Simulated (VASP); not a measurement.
A run of VASP 6.6.1 is set up as follows.

File INCAR:

```
PREC = Accurate
ENCUT = 600
EDIFF = 1E-7
ISMEAR = 0
SIGMA = 0.02
LREAL = False
LASPH = True
NELM = 80
ALGO = Normal
ISIF = 3
LWAVE = False
LCHARG = False
GGA = PE
IVDW = 12
IBRION = 2
NSW = 90
EDIFFG = -0.005
```

KPOINTS

```
regular mesh
0
Gamma
  8 8 8
```

File POSCAR:

```
BaS
1.0
    0.0000000000      3.2256756200      3.2256756200
    3.2256756200      0.0000000000      3.2256756200
    3.2256756200      3.2256756200      0.0000000000
Ba S
1 1
Direct
    0.0000000000      0.0000000000      0.0000000000
    0.5000000000      0.5000000000      0.5000000000
```

Potentials or basis: VASP PAW PBE potentials, release 64 (Ba_sv, S).

Run with:

```bash
$ cat potpaw_PBE.64/Ba_sv/POTCAR potpaw_PBE.64/S/POTCAR > POTCAR
$ mpirun -np 1 vasp_std > vasp.out
```

Question: Predict the relaxed volume.

Answer: 32.60 Å³/atom.

Question: Predict the relaxed cell.

Answer: a = 4.518 Å, b = 4.518 Å, c = 4.518 Å, α = 60.00°, β = 60.00°, γ = 60.00°.

Question: What does it give for the band gap on the k mesh?

Answer: 2.11 eV, indirect (least direct gap 2.25 eV).

Step by step:
```tsv
step	energy change (eV)	largest force (eV/Å)	pressure (GPa)	volume (Å³)
1	0.0000	0.0000	-1.21	67.13
2	-0.0070	0.0000	0.35	64.69
3	-0.0075	0.0000	0.00	65.19
```

Caveat: spin-orbit coupling is left out, which moves the levels of the heavy elements. A k mesh can miss the band edges.
